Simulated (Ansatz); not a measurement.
Crystal: PbS.

```xyz
2
Lattice="4.0897 0.0000 0.0000 -2.0448 3.5418 0.0000 0.0000 0.0000 3.7882" Properties=species:S:1:pos:R:3 pbc="T T T"
Pb    0.0000    0.0000    0.0000
S     2.0448    1.1806    1.8941
```

Measurements of this composition are mostly on another form, of space group No. 225.

- Program: Ansatz 0.2.0
- Task: relaxation of cell and atoms
- Functional: PBEsol
- Dispersion: D4
- Potentials or basis: Ansatz PAW
- Cutoff: 420 eV (not typed: the program's choice for these potentials)
- k mesh: 8 × 8 × 7
- Occupations: fermi-dirac, width 0.05 eV
- Spin: no spin polarisation

At the start: volume 27.44 Å³/atom.

Q: Where does the relaxation end?

A: It ends after 5 steps and the volume is 25.15 Å³/atom (-8.3 %); space group P-6m2 (No. 187, to 0.05 Å).

Step by step:
```csv
step,energy change (eV),largest force (eV/Å),volume (Å³)
1,0.0000,0.0000,54.87
2,-0.0513,0.0000,49.12
3,-0.0590,0.0000,50.48
4,-0.0592,0.0000,50.31
5,-0.0589,0.0000,50.31
```

Final structure:
```xyz
2
Lattice="3.9412 0.0000 0.0000 -1.9706 3.4132 0.0000 0.0000 0.0000 3.7397" Properties=species:S:1:pos:R:3 pbc="T T T"
Pb    0.0000    0.0000    0.0000
S     1.9706    1.1377    1.8698
```

Caveat: the plane-wave basis is chosen anew once the cell has moved, so the energies of steps on either side of that aren't comparable; pairwise dispersion overbinds metals, which lowers pressure and volume; the PAW data sets come from PBE, with cores solved anew for the run's functional, which leaves a small shift of forces and pressure.
